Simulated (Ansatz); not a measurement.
Crystal: TePb.

```
Pb Te
1.0
     0.00000    3.23100    3.23100
     3.23100    0.00000    3.23100
     3.23100    3.23100    0.00000
Pb Te
1 1
Direct
  0.00000 0.00000 0.00000
  0.50000 0.50000 0.50000
```

Below is the output of Ansatz 0.2.0 for this cell. Logs are shortened: lines on timing, memory, paths and dates and some standing lists are left out, and cuts for length are marked.

```text
Warning: RAYON_NUM_THREADS=2 ignored (pool sized by the plan → 2); use --threads N
Engine: ansatz 0.2.0, aarch64-unknown-linux-gnu
Pseudopotentials: kind: paw
Pseudopotential: Pb, paw, valence charge 14, recommended cutoff 500 eV (meta_gga), Pb.paw.azcp
Pseudopotential: Te, paw, valence charge 16, recommended cutoff 500 eV (meta_gga), Te.paw.azcp
Functional definition: m-r2SCAN
  exchange = m_r2scan_x
  correlation = m_r2scan_c
Crystal: 2 atoms, lattice volume = 67.459 Å³
Basis set: ecut = 500 eV, 1687 PW (Γ), exchange–correlation on 144×144×144 points (64 copies of the dense FFT grid, shifted against one another)
Bands: 19, of which v1, the nominal top of the filled ones, is band 15 counted from 1 (14 counted from 0)
Symmetry: 48 space group operations
Space group: Fm-3m (ITA 225), of the structure as read, at distance tolerance 4.1e-5 Å
k-points: 20 of 343
Non-local potential: Pb, projectors of the file, l = 0: 2, l = 1: 2, l = 2: 2, l = 3: 2
Non-local potential: Te, projectors of the file, l = 0: 2, l = 1: 2, l = 2: 2, l = 3: 2
PAW form: soft (Blöchl's): semilocal exchange-correlation on the pseudo side does not see the compensation charge
PAW frozen core: Pb, regenerated for the run's functional (the file was generated under x = pbe(κ = 0.804, μ = 0.2195149727645171), c = pbe(β = 0.06672455060314922))
PAW frozen core: Te, regenerated for the run's functional (the file was generated under x = pbe(κ = 0.804, μ = 0.2195149727645171), c = pbe(β = 0.06672455060314922))
PAW one-centre angular grid: Pb, 590 points (default); XC on 160 Gauss nodes
PAW one-centre angular grid: Te, 590 points (default); XC on 160 Gauss nodes
Initial density: superposition of atomic densities (neutral atoms: chi_scale 0, normalization atom), corrected by the library's trained network
Initial wavefunctions: pseudopotential atomic-orbital guess
Functional: x = mr2scan, c = mr2scan; τ floored in thin density (d = 2e-4 eV/Å³)
SCF iter   1: F=—  HF=-18916.673494 eV  |F-HF|=—  |Δ(HF+E_count)|=         —  Δρ=4.89e-3  dr2=1.14e-2  dr2_τ=9.38e-4  ethr=1.77e-3  ⟨swp⟩=6.5  Hψ=2052  notcnv=0
[... 42 lines left out ...]
SCF iter   4: F=—  HF=-18916.687336 eV  |F-HF|=—  |Δ(HF+E_count)|=   2.53e-8  Δρ=6.51e-7  dr2=5.37e-11  dr2_τ=4.19e-11  ethr=8.50e-12  ⟨swp⟩=2.6  Hψ=571  notcnv=0
SCF iter   5: F=-18916.687336 eV  HF=-18916.687336 eV  |F-HF|=3.64e-12  |Δ(HF+E_count)|=  4.95e-10  Δρ=9.84e-8  dr2=2.38e-12  dr2_τ=3.77e-13  ethr=1.00e-12  ⟨swp⟩=6.8  Hψ=1831  notcnv=0
SCF 4 converged in 5 iterations: F = -18916.687336 eV  dr2 = 2.38e-12
relax step   4: F+E_penalty+E_count = -18916.68733593 eV  Δ(F+E_penalty+E_count) = -1.801e-4 eV  max|allowed force component| = 6.810e-29 eV/Å  Δτ_max = 0.0000 Å  P = -0.025 GPa  Ω = 69.798 Å³  stress off target by 2.51e-2 GPa  SCF on the basis re-selected at this cell (its energy is not comparable with the rows above)  (5 SCF iters)
basis re-selected at this cell: Δ(F+E_penalty+E_count) = -1.801e-4 eV, ΔP = +0.003 GPa vs the last step (what re-selecting the basis moved, of the pressure what is left beyond the Pulay correction that the steps carried, after the strain that the cell walked since its last selection, with what the two solves' SCF thresholds leave and, on support functions, any second-order correction that the steps lacked; it is no measure of the basis error at this ecutwfc). This SCF's stress stands 2.51e-2 GPa from its target on what of the cell is left free (relax.cell.stress_tol is 5.00e-2 GPa) and its largest allowed force component is 6.81e-29 eV/Å (relax.f_tol is 1.00e-2 eV/Å): within both
SCF converged after 5 iterations
Free energy (F): -18916.687336 eV
Harris-Foulkes:  -18916.687336 eV  (|F-HF|=3.64e-12)
Internal energy: -18916.687336 eV  (E = F + TS)
E sigma→0 (E₀):  -18916.687336 eV
Entropy (-TS):   -0.000000 eV (-0.000 meV/atom)
Fermi energy:    8.621173 eV
--- Per-component energies (eV) ---
  E_band       = -350.215432
  E_kinetic    = 466.668145
  E_local      = -2438.609278  (includes V_loc(G=0)·N_el)
  E_nonlocal   = 40.527870
  E_hartree    = 1276.301974
  E_xc         = -323.638321
  E_vxc        = -256.716040  (∫ρ·V_xc dr)
  E_paw        = -15118.495300  (= ΣΔE_a)
  E_vpaw       = -731.989705  (= ΣTr[D̂ρ^β])
  E_aug_tail   = -0.000021  (compensation charges beyond the density's cutoff)
  E_vtau       = 17.299651  (kinetic-family band-sum trace: ∫τ·v_τ [+ j·A + Jᵃ·Aᵃ] dr)
  E_ewald      = -2820.692762
  E_core_change = 1.250358  (= ΣΔE_core)
  E_smearing   = -0.000000  (= −TS)
  E_closure    = 0.000000  (closes the sum)
  Σ components = -18916.687336   (vs F -18916.687336, Δ=0.00e0)
--- Forces (eV/Å), atoms counted from 1 ---
  atom   1  Pb     0.00000000     0.00000000     0.00000000
  atom   2  Te    -0.00000000     0.00000000     0.00000000
  max |Σ_I F_I| component: 1.41e-28 eV/Å
--- Stress (GPa, compression-positive) ---
       -0.025148      -0.000000      -0.000000
       -0.000000      -0.025148      -0.000000
       -0.000000      -0.000000      -0.025148
  P = ⅓ Tr σ = -0.0251 GPa (-0.251 kbar)
--- Relaxed structure (3 steps of the walk, 3 accepted, 1 SCFs on fresh bases) ---
  F+E_penalty+E_count = -18916.68733593 eV   max|allowed force component| = 6.810e-29 eV/Å   (the final SCF, on the basis selected at the relaxed cell)
  cell:  # Å, volume = 69.7978 Å³
    - [4.7132191304284215e-34, 3.2679141604464026, 3.2679141604464026]
    - [3.2679141604464026, 5.222756333717981e-34, 3.2679141604464026]
    - [3.2679141604464026, 3.2679141604464026, 1.7833802115134566e-34]
  atoms:
    - { symbol: Pb, position: [-3.1045760219492e-36, 3.7254912263519445e-36, 1.366013449668093e-35] }
    - { symbol: Te, position: [0.5000000000000001, 0.5000000000000001, 0.5000000000000001] }
```

Write the input and the command behind it.

Relaxation of cell and atoms with m-r2SCAN, no spin polarisation. The files as run (others can give the same):

input.yaml
```yaml
crystal:
  lattice:
    - [0.0, 3.231, 3.231]
    - [3.231, 0.0, 3.231]
    - [3.231, 3.231, 0.0]
  atoms:
    - { symbol: Pb, position: [0.0, 0.0, 0.0] }
    - { symbol: Te, position: [0.5, 0.5, 0.5] }
hamiltonian:
  xc: mr2scan
  pseudopotentials: { kind: paw }
kpoints:
  mp_grid: { grid: [7, 7, 7] }
scf:
  occupations: { method: fermi_dirac, width: 0.05 }
output:
  forces: true
  stress: true
relax:
  f_tol: 0.01
  max_steps: 40
  cell: { stress_tol: 0.05 }
```

Potentials or basis: Ansatz PAW.
Command:
```console
$ ansatz run input.yaml --threads 2 --pin off --max-ram 5120MiB --backend cpu --events-out ev --progress --plain --runs-dir out
```

Caveat: the plane-wave basis is chosen anew once the cell has moved, so the energies of steps on either side of that aren't comparable; the PAW data sets come from PBE, with cores solved anew for the run's functional, which leaves a small shift of forces and pressure.
